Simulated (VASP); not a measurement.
# ZnCd2Te2 (P1) in VASP: single point with PBEsol

Aim: the single point of ZnCd2Te2 with PBEsol.

Everything below comes from runs of VASP 6.6.1. Logs are shortened: lines on timing, memory, paths and dates and some standing lists are left out, and cuts for length are marked.

## Step 1: The structure

The typed cell holds 10 atoms: a = 6.589 Å, b = 7.288 Å, c = 8.538 Å, α = 60.59°, β = 114.69°, γ = 95.20°.

The cell was built by a generator and needn't be a form met in nature.

## Step 2: Single point, PBEsol

INCAR reads:

```
  ALGO = Fast
  EDIFF = 1E-6
  ENCUT = 520
  GGA = PS
  ISIF = 2
  ISMEAR = -1
  LASPH = True
  LCHARG = False
  LREAL = False
  LWAVE = False
  NBANDS = 59
  NELM = 100
  PREC = Accurate
  SIGMA = 0.1
```

KPOINTS reads:

```
Automatic mesh
0
Gamma
  3 3 3
  0.5 0 0
```

POSCAR reads:

```
ZnCd2Te2
1.0
   -0.2978490400      0.0305710500      6.5823005500
    7.2787912400      0.1347701900     -0.3322269900
    3.9169296900      6.7701078100     -3.4247228800
Cd Te Zn
4 4 2
Direct
    0.1902160000      0.1650320000      0.3202800000
    0.8897710000      0.8338670000      0.7261010000
    0.3483150000      0.4678110000      0.7231030000
    0.7009240000      0.5270780000      0.2811290000
    0.9110120000      0.2799600000      0.7900190000
    0.1050950000      0.6928470000      0.2081020000
    0.6110320000      0.0868730000      0.2090040000
    0.4533040000      0.8885830000      0.8319860000
    0.2565520000      0.0047790000      0.9901760000
    0.7983940000      0.0336900000      0.9876190000
```

Potentials or basis: VASP PAW PBE potentials, release 64 (Cd, Te, Zn).

Run with:

```
$ cat potpaw_PBE.64/Cd/POTCAR potpaw_PBE.64/Te/POTCAR potpaw_PBE.64/Zn/POTCAR > POTCAR
$ mpirun -np 1 vasp_std > vasp.out
```

OUTCAR:

```text
EDIFF = 1E-6
   ENCUT = 520
   GGA = PS
   ISIF = 2
   ISMEAR = -1
   LASPH = True
   LREAL = False
   NELM = 100
   PREC = Accurate

 ion  position               nearest neighbor table
   1  0.190  0.165  0.320-   8 3.44   7 3.45   6 3.51   7 3.59
   2  0.890  0.834  0.726-   9 3.18   6 3.35   8 3.46   8 3.47   7 3.48   5 3.53
   3  0.348  0.468  0.723-   9 3.19   5 3.22   7 3.39   6 3.48   8 3.55
   4  0.701  0.527  0.281-   6 3.00   8 3.15   5 3.43   7 3.51
   5  0.911  0.280  0.790-  10 2.11   9 2.52   3 3.22   4 3.43   2 3.53
   6  0.105  0.693  0.208-   9 2.57  10 2.63   4 3.00   2 3.35   3 3.48   1 3.51
   7  0.611  0.087  0.209-   9 2.55  10 2.83   3 3.39   1 3.45   2 3.48   4 3.51   1 3.59
   8  0.453  0.889  0.832-  10 2.54   9 2.65   4 3.15   1 3.44   2 3.46   2 3.47   3 3.55
   9  0.257  0.005  0.990-   5 2.52   7 2.55   6 2.57   8 2.65  10 3.04   2 3.18   3 3.19
  10  0.798  0.034  0.988-   5 2.11   8 2.54   6 2.63   7 2.83   9 3.04

  LATTYP: Found a triclinic cell.
 ALAT       =     8.5384673543
 B/A-ratio  =     1.5486339026
 C/A-ratio  =     0.9434527884
 COS(alpha) =     0.0060507667
 COS(beta)  =     0.6156292122
 COS(gamma) =     0.7082479402

  Lattice vectors:

 A1 = (  -3.9169296900,  -6.7701078100,   3.4247228800)
 A2 = ( -10.8978718900,  -6.9354490500,  -2.8253506800)
 A3 = (   3.3618615500,  -6.6353376200,   3.0924958900)

Analysis of symmetry for initial positions (statically):
=====================================================================
 Subroutine PRICEL returns:
 Original cell was already a primitive cell.

 Routine SETGRP: Setting up the symmetry group for a
 triclinic supercell.

 Subroutine GETGRP returns: Found  1 space group operations
 (whereof  1 operations were pure point group operations)
 out of a pool of  2 trial point group operations.

The static configuration has the point symmetry C_1 .

Analysis of symmetry for dynamics (positions and initial velocities):
=====================================================================
 Subroutine PRICEL returns:
 Original cell was already a primitive cell.

 Routine SETGRP: Setting up the symmetry group for a
 triclinic supercell.

 Subroutine GETGRP returns: Found  1 space group operations
 (whereof  1 operations were pure point group operations)
 out of a pool of  2 trial point group operations.

The dynamic configuration has the point symmetry C_1 .

 Subroutine INISYM returns: Found  1 space group operations
 (whereof  1 operations are pure point group operations),
 and found     1 'primitive' translations

----------------------------------------------------------------------------------------

                                     Primitive cell

  volume of cell :     321.0791

  direct lattice vectors                    reciprocal lattice vectors
    -0.297849040  0.030571050  6.582300550     0.005567669  0.073584782  0.151832745
     7.278791240  0.134770190 -0.332226990     0.139117079 -0.077122306  0.006653236
     3.916929690  6.770107810 -3.424722880    -0.002794497  0.148911103 -0.000818059

  length of vectors
     6.589106857  7.287615501  8.538467354     0.168816177  0.159203257  0.148939569

  position of ions in fractional coordinates (direct lattice)
     0.190216000  0.165032000  0.320280000
     0.889771000  0.833867000  0.726101000
     0.348315000  0.467811000  0.723103000
     0.700924000  0.527078000  0.281129000
     0.911012000  0.279960000  0.790019000
     0.105095000  0.692847000  0.208102000
     0.611032000  0.086873000  0.209004000
     0.453304000  0.888583000  0.831986000
     0.256552000  0.004779000  0.990176000
     0.798394000  0.033690000  0.987619000

  ion indices of the primitive-cell ions
   primitive index   ion index
                 1           1
                 2           2
                 3           3
                 4           4
                 5           5
                 6           6
                 7           7
                 8           8
                 9           9
                10          10

----------------------------------------------------------------------------------------

 KPOINTS: Automatic mesh

Automatic generation of k-mesh.
 Grid dimensions read from file:
 generate k-points for:    3    3    3

 Generating k-lattice:

  Cartesian coordinates                     Fractional coordinates (reciprocal lattice)
     0.001855890  0.024528261  0.050610915     0.333333333  0.000000000  0.000000000
     0.046372360 -0.025707435  0.002217745     0.000000000  0.333333333 -0.000000000
    -0.000931499  0.049637034 -0.000272686    -0.000000000 -0.000000000  0.333333333

  Length of vectors
     0.056272059  0.053067752  0.049646523

  Shift w.r.t. Gamma in fractional coordinates (k-lattice)
     0.500000000  0.000000000  0.000000000

 Subroutine IBZKPT returns following result:
 ===========================================

 Found     14 irreducible k-points:

 Following reciprocal coordinates:
            Coordinates               Weight
  0.166667  0.000000  0.000000      2.000000
  0.500000  0.000000  0.000000      1.000000
  0.166667  0.333333 -0.000000      2.000000
  0.500000  0.333333  0.000000      2.000000
 -0.166667  0.333333 -0.000000      2.000000
  0.166667 -0.000000  0.333333      2.000000
  0.500000 -0.000000  0.333333      2.000000
 -0.166667 -0.000000  0.333333      2.000000
  0.166667  0.333333  0.333333      2.000000
  0.500000  0.333333  0.333333      2.000000
 -0.166667  0.333333  0.333333      2.000000
  0.166667 -0.333333  0.333333      2.000000
  0.500000 -0.333333  0.333333      2.000000
 -0.166667 -0.333333  0.333333      2.000000
   k-points           NKPTS =     14   k-points in BZ     NKDIM =     14   number of bands    NBANDS=     59
   number of dos      NEDOS =    301   number of ions     NIONS =     10
   total plane-waves  NPLWV = 172800
   dimension x,y,z NGX =    50 NGY =   54 NGZ =   64
   dimension x,y,z NGXF=   100 NGYF=  108 NGZF=  128
   ions per type =               4   4   2
   NGX,Y,Z   is equivalent  to a cutoff of  12.62, 12.32, 12.46 a.u.
   NGXF,Y,Z  is equivalent  to a cutoff of  25.23, 24.64, 24.92 a.u.
 SYSTEM =  unknown system
   PREC   = accura    normal or accurate (medium, high low for compatibility)
   ISTART =      0    job   : 0-new  1-cont  2-samecut
   ICHARG =      2    charge: 1-file 2-atom 10-const
   ISPIN  =      1    spin polarized calculation?
   LNONCOLLINEAR =      F non collinear calculations
   LSORBIT =      F    spin-orbit coupling
   LASPH  =      T    aspherical Exc in radial PAW
   ENCUT  =  520.0 eV  38.22 Ry    6.18 a.u.  12.25 13.55 15.88*2*pi/ulx,y,z
   NELM   =    100;   NELMIN=  2; NELMDL= -5     # of ELM steps
   EDIFF  = 0.1E-05   stopping-criterion for ELM
   LREAL  =      F    real-space projection
   EDIFFG = 0.1E-04   stopping-criterion for IOM
   NSW    =      0    number of steps for IOM
   IBRION =     -1    ionic relax: 0-MD 1-quasi-New 2-CG
   NFREE  =      0    steps in history (QN), initial steepest desc. (CG)
   ISIF   =      2    stress and relaxation
   ISYM   =      2    0-nonsym 1-usesym 2-fastsym
   POTIM  = 0.5000    time-step for ionic-motion
   TEBEG  =    0.0;   TEEND  =   0.0 temperature during run
   PSTRESS=    0.0 pullay stress
   NELECT =      96.0000    total number of electrons
   NUPDOWN=      -1.0000    fix difference up-down
   EMIN   =  10.00;   EMAX   =-10.00  energy-range for DOS
   EFERMI =   0.00;   METHOD = LEGACY
   ISMEAR =    -1;   SIGMA  =   0.10  broadening in eV -4-tet -1-fermi 0-gaus
   EFERMI_NEDOS =   21; number of points for ismear=-14 and -15
   IALGO  =     68    algorithm
   IMIX   =      4    mixing-type and parameters
     AMIX     =   0.40;   BMIX     =  1.00
     AMIX_MAG =   1.60;   BMIX_MAG =  1.00
  volume/ion in A,a.u.               =      32.11       216.67
  Fermi-wavevector in a.u.,A,eV,Ry     =   1.094699  2.068680 16.304747  1.198365
  Thomas-Fermi vector in A             =   2.231008
   LORBIT       =      0    0 simple, 1 ext, 2 COOP (PROOUT), +10 PAW based schemes
   GGA     = PS    functional components
   LHFCALC =     F    Hartree Fock is set to
   AEXX    =    0.0000 exact exchange contribution
   IVDW    =     0    specifies the selected vdW correction
   LEPSILON=     F    determine dielectric tensor
   LRPA    =     F    only Hartree local field effects (RPA)
 non-spin polarized calculation
 RMM-DIIS sequential band-by-band and
  energy-cutoff  :      520.00
  volume of cell :      321.08
 maximum number of plane-waves:      8664
 NGX is ok and might be reduce to    50
   NGX = 25   NGY = 27   NGZ = 31

 number of electron      96.0000000 magnetization

 Free energy of the ion-electron system (eV)
  ---------------------------------------------------
  ext. energy  EPLUGINS =         0.00000000
  ---------------------------------------------------
  free energy    TOTEN  =       -19.31910832 eV

  energy without entropy =      -19.18900639  energy(sigma->0) =      -19.25405735

 E-fermi :   2.3172     XC(G=0):  -8.9490

 val. band max:        2.2698694684   @ k =  -0.1667   0.3333  -0.0000
 cond. band min:       2.3286281610   @ k =   0.5000  -0.0000   0.3333
 fundamental gap:      0.0587586926
 Fermi energy:         2.3172472435

 k-point     1 :       0.1667    0.0000    0.0000
  band No.  band energies     occupation
      1     -10.0864      2.00000
      2      -9.0822      2.00000
      3      -8.7527      2.00000
      4      -8.5254      2.00000
      5      -6.0499      2.00000
      6      -5.9988      2.00000
[... 51 lines left out ...]
     58       6.5754      0.00000
     59       6.8849      0.00000

 k-point     2 :       0.5000    0.0000    0.0000
  band No.  band energies     occupation
      1      -9.9439      2.00000
      2      -9.1320      2.00000
      3      -8.8830      2.00000
      4      -8.5217      2.00000
      5      -6.0544      2.00000
      6      -6.0027      2.00000
[... 740 lines left out ...]
      3      -8.7704      2.00000
      4      -8.5524      2.00000
      5      -6.0486      2.00000
      6      -6.0169      2.00000
[... 51 lines left out ...]
     58       6.3763      0.00000
     59       6.7204      0.00000

------------------------ aborting loop because EDIFF is reached ----------------------------------------

  FORCE on cell =-STRESS in cart. coord.  units (eV):
  Direction    XX          YY          ZZ          XY          YZ          ZX
  --------------------------------------------------------------------------------------
  -------------------------------------------------------------------------------------
  Total        1.2273608     -1.2479035      7.7342149     -5.7505899     -3.9716640      6.3195307
  in kB        6.1245029     -6.2270103     38.5935588    -28.6953142    -19.8185139     31.5343164
  external PRESSURE =      12.8303505 kB  Pullay stress =       0.0000000 kB

 VOLUME and BASIS-vectors are now :
 -----------------------------------------------------------------------------
  energy-cutoff  :      520.00
  volume of cell :      321.08
      direct lattice vectors                 reciprocal lattice vectors
    -0.297849040  0.030571050  6.582300550     0.005567669  0.073584782  0.151832745
     7.278791240  0.134770190 -0.332226990     0.139117079 -0.077122306  0.006653236
     3.916929690  6.770107810 -3.424722880    -0.002794497  0.148911103 -0.000818059

 POSITION                                       TOTAL-FORCE (eV/Angst)
 -----------------------------------------------------------------------------------
      2.39909      2.19639      0.10036        -0.016266      0.064039      0.032975
      8.64861      5.05536      3.09301        -0.094612     -0.055163     -0.025100
      6.13370      4.96918     -0.33913         0.114041     -0.008086      0.145898
      4.72888      1.99574      3.47579        -0.189327     -0.123135     -0.131227
      4.86088      5.41409      3.19795         4.457728     -5.554124      4.180689
      5.82691      1.50546     -0.25111        -1.123611      1.202766     -0.104045
      1.26899      1.44537      3.27735         0.819631      0.647397      0.616158
      9.59162      5.76625     -0.16075        -1.100023     -0.634084     -0.816835
      3.83682      6.71209     -1.70396        -0.331577     -0.172321      0.607199
      3.87586      6.71524      1.86176        -2.535984      4.632711     -4.505712
 -----------------------------------------------------------------------------------
    total drift:                                0.000517     -0.000377      0.000775

  FREE ENERGIE OF THE ION-ELECTRON SYSTEM (eV)
  ---------------------------------------------------
  free  energy   TOTEN  =       -19.3191083160 eV

  energy  without entropy=      -19.1890063900  energy(sigma->0) =      -19.25405735
```

Wall time 6.2 min (1 thread of Intel Xeon Platinum 8259CL at 2.50GHz (Skylake/Cascade Lake), shared host); peak memory 0.56 GiB.

What came out:

```
Free energy            : -19.3191 eV
Pressure               : 1.3 GPa
Largest force          : 8.258 eV/Å
Band gap on the k mesh : none (metal or under the smearing width)
```

Forces in eV/Å, atoms in the order of the input:
```
Cd  -0.016  0.064  0.033
Cd  -0.095 -0.055 -0.025
Cd   0.114 -0.008  0.146
Cd  -0.189 -0.123 -0.131
Te   4.458 -5.554  4.181
Te  -1.124  1.203 -0.104
Te   0.820  0.647  0.616
Te  -1.100 -0.634 -0.817
Zn  -0.332 -0.172  0.607
Zn  -2.536  4.633 -4.506
```

Stress tensor (GPa, compression positive):
```
 0.61 -2.87  3.15
-2.87 -0.62 -1.98
 3.15 -1.98  3.86
```

Caveat: the PAW data sets were made with another functional, which shifts forces and pressure a little. The run has no spin-orbit coupling, so splittings on Te are missing.
